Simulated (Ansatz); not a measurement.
The system is As.

```xyz
1
Lattice="2.7037 0.0000 0.0000 0.0000 2.7037 0.0000 0.0000 0.0000 2.7037" Properties=species:S:1:pos:R:3 pbc="T T T"
As    1.3518    1.3518    1.3518
```

This isn't the form of As at room conditions, which is rhombohedral.

```yaml
Program: Ansatz 0.2.0
Task: relaxation of cell and atoms
Functional: PBEsol
Dispersion: D3(BJ)-ATM
Potentials_or_basis: Ansatz PAW
Cutoff: "420 eV (not typed: the program's choice for these potentials)"
k_mesh: 10 × 10 × 10
Occupations: fermi-dirac, width 0.05 eV
Spin: no spin polarisation
```

At the start: volume 19.76 Å³/atom.

**Question.** Where does the relaxation end?

**Answer.** It ends after 5 steps and the volume is 18.80 Å³/atom (-4.9 %); space group Pm-3m (No. 221, to 0.05 Å).

Step by step:
```tsv
step	energy change (eV)	largest force (eV/Å)	volume (Å³)
1	0.0000	0.0000	19.76
2	-0.0114	0.0000	18.39
3	-0.0142	0.0000	18.83
4	-0.0142	0.0000	18.80
5	-0.0140	0.0000	18.80
```

Final structure:
```
CELL_PARAMETERS angstrom
2.65883 0.00000 0.00000
0.00000 2.65883 0.00000
0.00000 0.00000 2.65883
ATOMIC_POSITIONS crystal
As 0.50000 0.50000 0.50000
```

Caveat: the plane-wave basis is chosen anew once the cell has moved, so the energies of steps on either side of that aren't comparable; pairwise dispersion overbinds metals, which lowers pressure and volume; the PAW data sets come from PBE, with cores solved anew for the run's functional, which leaves a small shift of forces and pressure.
